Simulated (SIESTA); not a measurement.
Crystal: Sb.

```
CELL_PARAMETERS angstrom
3.16000 0.00000 0.00000
0.00000 3.16000 0.00000
0.00000 0.00000 3.16000
ATOMIC_POSITIONS crystal
Sb 0.00000 0.00000 0.00000
```

This isn't the form of Sb at room conditions, which is rhombohedral.

| Item | Value |
| --- | --- |
| Program | SIESTA 5.4.2 |
| Task | relaxation of cell and atoms |
| Functional | vdW-DF2 |
| Potentials or basis | PseudoDojo 0.4 standard (PBE files) |
| Basis | DZP (energy shift 0.003 Ry; two zetas on semicore shells) |
| Grid cutoff | 500 Ry |
| Energy shift | 0.003 Ry |
| k mesh | 8 × 8 × 8 |
| Occupations | fermi-dirac, width 0.05 eV |
| Spin | no spin polarisation |

At the start: pressure 5.3 GPa; volume 31.55 Å³/atom.

Question: Where does the relaxation end?

Answer: Over 3 steps the energy falls by 50.6 meV/atom and the volume is 34.89 Å³/atom (+10.6 %); space group Pm-3m (No. 221, to 0.05 Å).

Step by step:
```tsv
step	energy change (eV)	largest force (eV/Å)	pressure (GPa)	volume (Å³)
1	0.0000	0.0000	5.26	31.55
2	-0.0026	0.0000	5.11	31.64
3	-0.0506	0.0000	0.03	34.89
```

Final structure:
```yaml
crystal:
  lattice:
    - [3.26763, 0.00000, 0.00000]
    - [0.00000, 3.26763, 0.00000]
    - [0.00000, 0.00000, 3.26763]
  atoms:
    - { symbol: Sb, position: [0.00000, 0.00000, 0.00000] }
```

Caveat: the potentials were made for another functional, which shifts forces and pressure; the basis of atomic orbitals isn't converged, which shifts pressures, moduli and gaps.
